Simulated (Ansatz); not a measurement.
SnO:

```xyz
4
Lattice="3.8137 0.0000 0.0000 0.0000 3.8137 0.0000 0.0000 0.0000 4.8869" Properties=species:S:1:pos:R:3 pbc="T T T"
Sn    1.9068    0.0000    3.7367
Sn    0.0000    1.9068    1.1503
O     0.0000    0.0000    0.0000
O     1.9068    1.9068    0.0000
```

The cell is a database's computed one.

| Item | Value |
| --- | --- |
| Program | Ansatz 0.2.0 |
| Task | relaxation of cell and atoms |
| Functional | BLYP |
| Dispersion | D4 |
| Potentials or basis | Ansatz PAW |
| Cutoff | 420 eV (not typed: the program's choice for these potentials) |
| k mesh | 7 × 7 × 6 |
| Occupations | fermi-dirac, width 0.05 eV |
| Spin | no spin polarisation |

At the start: volume 17.77 Å³/atom.

How do energy, volume and symmetry change on relaxing?

It ends after 7 steps and the volume is 18.24 Å³/atom (+2.6 %); space group P4/nmm (No. 129, to 0.05 Å).

The path:
| step | energy change (eV) | largest force (eV/Å) | volume (Å³) |
| --- | --- | --- | --- |
| 1 | 0.0000 | 0.5826 | 71.08 |
| 2 | -0.0293 | 0.2232 | 72.24 |
| 3 | -0.0256 | 0.0835 | 73.82 |
| 4 | -0.0312 | 0.0007 | 72.86 |
| 5 | -0.0387 | 0.0013 | 72.86 |
| 6 | -0.0385 | 0.0006 | 72.95 |
| 7 | -0.0389 | 0.0004 | 72.95 |

Final structure:
```yaml
crystal:
  lattice:
    - [3.87816, 0.00000, 0.00000]
    - [0.00000, 3.87816, 0.00000]
    - [0.00000, 0.00000, 4.85050]
  atoms:
    - { symbol: Sn, position: [0.50000, 0.00000, 0.76082] }
    - { symbol: Sn, position: [0.00000, 0.50000, 0.23918] }
    - { symbol: O, position: [0.00000, 0.00000, 0.00000] }
    - { symbol: O, position: [0.50000, 0.50000, 0.00000] }
```

Caveat: the plane-wave basis is chosen anew once the cell has moved, so the energies of steps on either side of that aren't comparable; the pressure holds a Pulay correction of +0.5 GPa for the finite cutoff; the PAW data sets come from PBE, with cores solved anew for the run's functional, which leaves a small shift of forces and pressure.
